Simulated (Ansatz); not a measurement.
The system is Au.

```
CELL_PARAMETERS angstrom
2.74841 0.00000 0.00000
0.00000 2.74841 0.00000
0.00000 0.00000 2.74841
ATOMIC_POSITIONS crystal
Au 0.50000 0.50000 0.50000
```

The cell was built by a generator and needn't be a form met in nature.

* Program: Ansatz 0.2.0
* Task: relaxation of cell and atoms
* Functional: BLYP
* Dispersion: D3(BJ)
* Potentials or basis: Ansatz PAW
* Cutoff: 420 eV (not typed: the program's choice for these potentials)
* k mesh: 10 × 10 × 10
* Occupations: fermi-dirac, width 0.05 eV
* Spin: no spin polarisation

At the start: volume 20.76 Å³/atom.

Q: Where does the relaxation end?

A: It ends after 4 steps and the volume is 20.34 Å³/atom (-2.0 %); space group Pm-3m (No. 221, to 0.05 Å).

Step by step:
```csv
step,energy change (eV),largest force (eV/Å),volume (Å³)
1,0.0000,0.0000,20.76
2,-0.0031,0.0000,20.37
3,-0.0032,0.0000,20.34
4,-0.0030,0.0000,20.34
```

Final structure:
```cif
data_structure
_symmetry_space_group_name_H-M 'P 1'
_symmetry_Int_Tables_number 1
_cell_length_a 2.7298
_cell_length_b 2.7298
_cell_length_c 2.7298
_cell_angle_alpha 90.000
_cell_angle_beta 90.000
_cell_angle_gamma 90.000
_cell_volume 20.34
loop_
_atom_site_label
_atom_site_type_symbol
_atom_site_fract_x
_atom_site_fract_y
_atom_site_fract_z
_atom_site_occupancy
Au1 Au 0.50000 0.50000 0.50000 1
```

Caveat: the plane-wave basis is chosen anew once the cell has moved, so the energies of steps on either side of that aren't comparable; pairwise dispersion overbinds metals, which lowers pressure and volume; the PAW data sets come from PBE, with cores solved anew for the run's functional, which leaves a small shift of forces and pressure.
